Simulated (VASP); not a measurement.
# CdTe (F-43m) in VASP: notebook

Aim: see how the results for CdTe move with the level of theory and the settings. Levels: PBEsol, PBE. Tasks: relaxation of cell and atoms, single point.

Everything below comes from runs of VASP 6.6.1. Logs are shortened: lines on timing, memory, paths and dates and some standing lists are left out, and cuts for length are marked.

**What was measured.**

A printed reference work, data compilation reports, for a bulk crystal of CdTe at 0 K: band gap 1.607 eV.

The runs below are set against these values where they give the same quantity.

### 1 The cell of the first run

Symmetry: F-43m, No. 216, cubic system. The conventional cell has a = 6.489 Å, b = 6.489 Å, c = 6.489 Å, α = 90.00°, β = 90.00°, γ = 90.00°. Cd (site symmetry -43m) has 4 Te at 2.81 Å within 3.7 Å. Te (site symmetry -43m) has 4 Cd at 2.81 Å within 3.7 Å.

### 2 Relaxation of cell and atoms, PBEsol, target pressure 4 GPa, at which the enthalpy is minimised

Input file INCAR:

```
PREC = Accurate
ENCUT = 600
EDIFF = 1E-6
ISMEAR = 0
SIGMA = 0.01
LREAL = F
LASPH = T
NELM = 60
ALGO = Normal
ISIF = 3
LWAVE = F
LCHARG = F
GGA = PS
IBRION = 2
NSW = 80
EDIFFG = -0.001
PSTRESS = 40.0
```

Input file KPOINTS:

```
Automatic mesh
0
Gamma
  8 8 8
```

Input file POSCAR:

```
CdTe
1.0
    0.0000000000      3.2446715274      3.2446715274
    3.2446715274      0.0000000000      3.2446715274
    3.2446715274      3.2446715274      0.0000000000
Cd Te
1 1
Direct
    0.0000000000      0.0000000000      0.0000000000
    0.7500000000      0.7500000000      0.7500000000
```

Potentials or basis: VASP PAW PBE potentials, release 64 (Cd, Te).

Launch:

```console
> cat potpaw_PBE.64/Cd/POTCAR potpaw_PBE.64/Te/POTCAR > POTCAR
> mpirun -np 1 vasp_std > vasp.out
```

OUTCAR:

```text
PREC = Accurate
   ENCUT = 600
   EDIFF = 1E-6
   ISMEAR = 0
   LREAL = F
   LASPH = T
   NELM = 60
   ISIF = 3
   GGA = PS
   IBRION = 2
   NSW = 80
   EDIFFG = -0.001
   PSTRESS = 40.0

 ion  position               nearest neighbor table
   1  0.000  0.000  0.000-   2 2.81   2 2.81   2 2.81   2 2.81
   2  0.750  0.750  0.750-   1 2.81   1 2.81   1 2.81   1 2.81

  LATTYP: Found a face centered cubic cell.
 ALAT       =     6.4893430548

  Lattice vectors:

 A1 = (   0.0000000000,   3.2446715274,   3.2446715274)
 A2 = (   3.2446715274,   0.0000000000,   3.2446715274)
 A3 = (   3.2446715274,   3.2446715274,   0.0000000000)

Analysis of symmetry for initial positions (statically):
=====================================================================
 Subroutine PRICEL returns:
 Original cell was already a primitive cell.

 Routine SETGRP: Setting up the symmetry group for a
 face centered cubic supercell.

 Subroutine GETGRP returns: Found 24 space group operations
 (whereof 24 operations were pure point group operations)
 out of a pool of 48 trial point group operations.

The static configuration has the point symmetry T_d .

Analysis of symmetry for dynamics (positions and initial velocities):
=====================================================================
 Subroutine PRICEL returns:
 Original cell was already a primitive cell.

 Routine SETGRP: Setting up the symmetry group for a
 face centered cubic supercell.

 Subroutine GETGRP returns: Found 24 space group operations
 (whereof 24 operations were pure point group operations)
 out of a pool of 48 trial point group operations.

The dynamic configuration has the point symmetry T_d .

 Subroutine INISYM returns: Found 24 space group operations
 (whereof 24 operations are pure point group operations),
 and found     1 'primitive' translations

----------------------------------------------------------------------------------------

                                     Primitive cell

  volume of cell :      68.3191

  direct lattice vectors                    reciprocal lattice vectors
     0.000000000  3.244671527  3.244671527    -0.154098803  0.154098803  0.154098803
     3.244671527  0.000000000  3.244671527     0.154098803 -0.154098803  0.154098803
     3.244671527  3.244671527  0.000000000     0.154098803  0.154098803 -0.154098803

  length of vectors
     4.588658479  4.588658479  4.588658479     0.266906957  0.266906957  0.266906957

  position of ions in fractional coordinates (direct lattice)
     0.000000000  0.000000000  0.000000000
[... 110 lines left out ...]
 non-spin polarized calculation
 Gauss-broadening in eV      SIGMA  =   0.01
  energy-cutoff  :      600.00
  volume of cell :       68.32
 maximum number of plane-waves:      2292
 NGX is ok and might be reduce to    40
   NGX = 19   NGY = 19   NGZ = 19

--------------------------------------- Ionic step        1  -------------------------------------------

 number of electron      17.9999998 magnetization

 Free energy of the ion-electron system (eV)
  ---------------------------------------------------
  ext. energy  EPLUGINS =         0.00000000
  ---------------------------------------------------
  free energy    TOTEN  =        -5.48938436 eV

  energy without entropy =       -5.48938436  energy(sigma->0) =       -5.48938436

------------------------ aborting loop because EDIFF is reached ----------------------------------------

  FORCE on cell =-STRESS in cart. coord.  units (eV):
  Direction    XX          YY          ZZ          XY          YZ          ZX
  --------------------------------------------------------------------------------------
  -------------------------------------------------------------------------------------
  Total        0.0526583      0.0526583      0.0526583     -0.0000000     -0.0000000      0.0000000
  in kB        1.2349105      1.2349105      1.2349105     -0.0000000     -0.0000000      0.0000000
  external PRESSURE =     -38.7650895 kB  Pullay stress =      40.0000000 kB
[... 97 lines left out ...]
  energy  without entropy=       -5.4291023477  energy(sigma->0) =       -5.42910235

  enthalpy is  TOTEN    =        -3.8493674627 eV   P V=        1.5797348850

[... ionic steps 4 to 13 ...]

--------------------------------------- Ionic step       14  -------------------------------------------

 number of electron      18.0000002 magnetization

------------------------ aborting loop because EDIFF is reached ----------------------------------------
[... 71 lines left out ...]
--------------------------------------- Ionic step       16  -------------------------------------------

 number of electron      18.0000002 magnetization

 Free energy of the ion-electron system (eV)
  ---------------------------------------------------
  ext. energy  EPLUGINS =         0.00000000
  ---------------------------------------------------
  free energy    TOTEN  =        -5.42885733 eV

  energy without entropy =       -5.42885733  energy(sigma->0) =       -5.42885733

 E-fermi :   2.9776     XC(G=0):  -9.1091

 val. band max:        2.9073244916   @ k =   0.0000   0.0000   0.0000
 cond. band min:       3.7897250105   @ k =   0.0000   0.0000   0.0000
 fundamental gap:      0.8824005189
 Fermi energy:         2.9776413734

 k-point     1 :       0.0000    0.0000    0.0000
  band No.  band energies     occupation
      1      -8.7550      2.00000
      2      -5.6363      2.00000
      3      -5.6363      2.00000
      4      -5.6363      2.00000
      5      -5.3126      2.00000
      6      -5.3126      2.00000
      7       2.9073      2.00000
      8       2.9073      2.00000
      9       2.9073      2.00000
     10       3.7897      0.00000
     11       7.3908      0.00000
     12       7.3908      0.00000
     13       7.3908      0.00000
[... 354 lines left out ...]
  band No.  band energies     occupation
      1      -8.2031      2.00000
      2      -5.5282      2.00000
      3      -5.5113      2.00000
      4      -5.3347      2.00000
      5      -5.3071      2.00000
      6      -4.7900      2.00000
      7      -1.7781      2.00000
      8       0.5450      2.00000
      9       1.4328      2.00000
     10       6.2332      0.00000
     11       7.3195      0.00000
     12       8.9371      0.00000
     13      10.1912      0.00000

 [... further k-points ...]

------------------------ aborting loop because EDIFF is reached ----------------------------------------

  FORCE on cell =-STRESS in cart. coord.  units (eV):
  Direction    XX          YY          ZZ          XY          YZ          ZX
  --------------------------------------------------------------------------------------
  -------------------------------------------------------------------------------------
  Total        1.5784158      1.5784158      1.5784158      0.0000000     -0.0000000      0.0000000
  in kB       39.9728087     39.9728087     39.9728087      0.0000000     -0.0000000      0.0000000
  external PRESSURE =      -0.0271913 kB  Pullay stress =      40.0000000 kB
[... 21 lines left out ...]
  energy  without entropy=       -5.4288573331  energy(sigma->0) =       -5.42885733

  enthalpy is  TOTEN    =        -3.8493678170 eV   P V=        1.5794895162

 reached required accuracy - stopping structural energy minimisation
```

OSZICAR:

```text
N       E                     dE             d eps       ncg     rms          rms(c)
DAV:   1     0.110419562633E+03    0.11042E+03   -0.92226E+03   754   0.136E+03
DAV:   2    -0.985572117092E+00   -0.11141E+03   -0.10700E+03   839   0.290E+02
DAV:   3    -0.569403437072E+01   -0.47085E+01   -0.46920E+01   899   0.609E+01
[... 90 lines left out ...]
DAV:   1    -0.542887628395E+01    0.59056E-04   -0.31997E-06   609   0.251E-02    0.310E-03
DAV:   2    -0.542887601784E+01    0.26611E-06   -0.56133E-07   377   0.122E-02
  15 F= -.38493678E+01 E0= -.38493678E+01  d E =0.239057E-06
       N       E                     dE             d eps       ncg     rms          rms(c)
DAV:   1    -0.542885734574E+01    0.18938E-04   -0.25823E-07   377   0.742E-03    0.143E-03
DAV:   2    -0.542885733312E+01    0.12623E-07   -0.57449E-08   377   0.373E-03
  16 F= -.38493678E+01 E0= -.38493678E+01  d E =0.197507E-06
```

Wall time 3.7 min (1 thread of Intel Xeon 6975P-C, shared host); peak memory 0.26 GiB.

What came out:

- Free energy: -5.4289 eV
- Relaxed volume: 31.63 Å³/atom
- Relaxed cell: a = 4.473 Å, b = 4.473 Å, c = 4.473 Å, α = 60.00°, β = 60.00°, γ = 60.00°
- Space group after relaxing (to 0.05 Å): F-43m (No. 216)
- Energy change on relaxing (the enthalpy is what falls): +30.3 meV/atom
- Ionic steps: 16
- Pressure after relaxing: 4.0 GPa
- Band gap on the k mesh: 0.88 eV, direct

The path:
```csv
step,energy change (eV),largest force (eV/Å),pressure (GPa),volume (Å³)
1,0.0000,0.0000,0.12,68.32
2,0.1554,0.0000,7.00,60.47
3,0.0603,0.0000,3.98,63.28
4,0.0628,0.0000,4.08,63.18
5,0.0592,0.0000,3.96,63.32
6,0.0606,0.0000,3.98,63.26
7,0.0610,0.0000,4.01,63.25
8,0.0608,0.0000,4.01,63.25
9,0.0607,0.0000,4.02,63.26
10,0.0607,0.0000,4.02,63.26
11,0.0606,0.0000,4.02,63.26
12,0.0603,0.0000,3.99,63.28
13,0.0603,0.0000,3.98,63.27
14,0.0604,0.0000,3.98,63.27
15,0.0605,0.0000,3.99,63.27
16,0.0605,0.0000,4.00,63.27
```

Final structure:
```cif
data_structure
_symmetry_space_group_name_H-M 'P 1'
_symmetry_Int_Tables_number 1
_cell_length_a 4.4726
_cell_length_b 4.4726
_cell_length_c 4.4726
_cell_angle_alpha 60.000
_cell_angle_beta 60.000
_cell_angle_gamma 60.000
_cell_volume 63.27
loop_
_atom_site_label
_atom_site_type_symbol
_atom_site_fract_x
_atom_site_fract_y
_atom_site_fract_z
_atom_site_occupancy
Cd1 Cd 0.00000 0.00000 0.00000 1
Te1 Te 0.75000 0.75000 0.75000 1
```

Caveat: the cell is relaxed towards a set pressure, so the enthalpy falls and the energy may rise; the PAW data sets were made with another functional, which shifts forces and pressure a little; spin-orbit coupling is left out, which moves the levels of the heavy elements. Expect the measured gap to be larger: semilocal functionals such as PBEsol lack the derivative discontinuity.

[end of part 1 of 2]
